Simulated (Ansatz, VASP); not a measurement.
Co: VASP beside Ansatz

```
Co
1.0
     0.00000    1.76004    1.76004
     1.76004    0.00000    1.76004
     3.52008    3.52008    0.00000
Co
2
Direct
  0.00000 0.00000 0.00000
  0.00000 0.00000 0.50000
```

Alike in both runs: task single point; functional PBE; k mesh 20 × 20 × 10; occupations gaussian, width 0.05 eV; collinear spin.

```csv
,VASP,Ansatz
version,VASP 6.6.1,Ansatz 0.2.0
potentials or method,"VASP PAW PBE potentials, release 64 (Co)","scalar-relativistic, plane waves, PAW"
plane-wave cutoff (eV),520,420
valence electrons in the cell,18,34
```

|  | VASP | Ansatz | Ansatz less VASP |
| --- | --- | --- | --- |
| gap on the k mesh at the Fermi level (eV) | none | none | - |
| pressure (GPa) | -7.7 | 0.0 | +7.70 |
| largest component of the traceless stress (GPa) | 0.95 | 0.00 | -0.954 |
| net moment per atom (μB) | 0.00 | 1.64 | +1.644 |
| size of the moment on the site where the two differ most (μB) | 0.99 | 1.71 | +0.724 |

The net moments differ so much that the two runs ended in different magnetic states, which moves the other rows too. Site moments also hang on the region over which each program counts them. A gap of «none» marks a metal or a gap that the smearing closes. The two sets of potentials don't hold the same shells in valence. Ansatz warned: «look_outside_group».
